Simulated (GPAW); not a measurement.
Write an ASE script for GPAW 26.7.0 that does the following.

- Task: relaxation of cell and atoms
- Functional: revPBE
- Dispersion: D3(op)
- Potentials or basis: the program's PAW data sets (release 1.2.1) made for this functional
- Cutoff: 600 eV
- Basis: pw
- k mesh: 9 × 9 × 9
- Occupations: fermi-dirac, width 0.05 eV
- Spin: no spin polarisation
- Maxiter: 150
- Optimizer: BFGS
- Fmax: 0.02 eV/Å
- Max steps: 60
- Convergence: density=1e-05 forces=0.0001

Crystal: Hf.

```
Hf
1.0
     2.91381    0.00000    0.00000
     0.00000    2.91381    0.00000
     0.00000    0.00000    2.91381
Hf
1
Direct
  0.50000 0.50000 0.50000
```

The cell was built by a generator and needn't be a form met in nature.

These files were run (other wordings do the same):

run.py

```python
from ase import Atoms
from ase.calculators.mixing import SumCalculator
from ase.filters import FrechetCellFilter
from ase.io import write
from ase.optimize import BFGS
from dftd3.ase import DFTD3
from gpaw import GPAW, PW

atoms = Atoms(['Hf'],
              cell=[[2.91381, 0.0, 0.0],
                    [0.0, 2.91381, 0.0],
                    [0.0, 0.0, 2.91381]],
              scaled_positions=[[0.5, 0.5, 0.5]],
              pbc=True)

calc = GPAW(mode=PW(600),
            xc='revPBE',
            kpts={'size': (9, 9, 9), 'gamma': True},
            occupations={'name': 'fermi-dirac', 'width': 0.05},
            nbands=14,
            convergence={'density': 1e-05, 'forces': 0.0001},
            maxiter=150,
            txt='gpaw.txt')
atoms.calc = SumCalculator([calc, DFTD3(method='revpbe', damping='d3op')])
opt = BFGS(FrechetCellFilter(atoms), trajectory='relax.traj', logfile='-')
done = opt.run(fmax=0.02, steps=60)
calc.write('gs.gpw')
write('result.traj', atoms)
print('Converged:', done)
print('Cell:', atoms.cell.cellpar().round(4))
print('Volume:', round(atoms.get_volume(), 4))
print(atoms.get_scaled_positions().round(5))
```

Potentials or basis: the program's PAW data sets (release 1.2.1) made for this functional, pw.

Command:

```console
$ OMP_NUM_THREADS=1 python run.py
```

Results of the run:

The relaxed volume is 24.44 Å³/atom, the relaxed cell is a = 2.902 Å, b = 2.902 Å, c = 2.902 Å, α = 90.00°, β = 90.00°, γ = 90.00° and the space group after relaxing (to 0.05 Å) is Pm-3m (No. 221). The energy gained by relaxing is 0.8 meV/atom, the ionic steps are 3 and the pressure after relaxing is 0.0 GPa. The band gap on the k mesh is none (metal or under the smearing width) and the dispersion energy per atom is -0.489 eV.

Caveat: later steps reuse the first step's grids; pairwise dispersion overbinds metals, which lowers pressure and volume.

Wall time 18 s on 1 thread of Arm Neoverse V2, with other jobs on the host, peak memory 0.15 GiB.
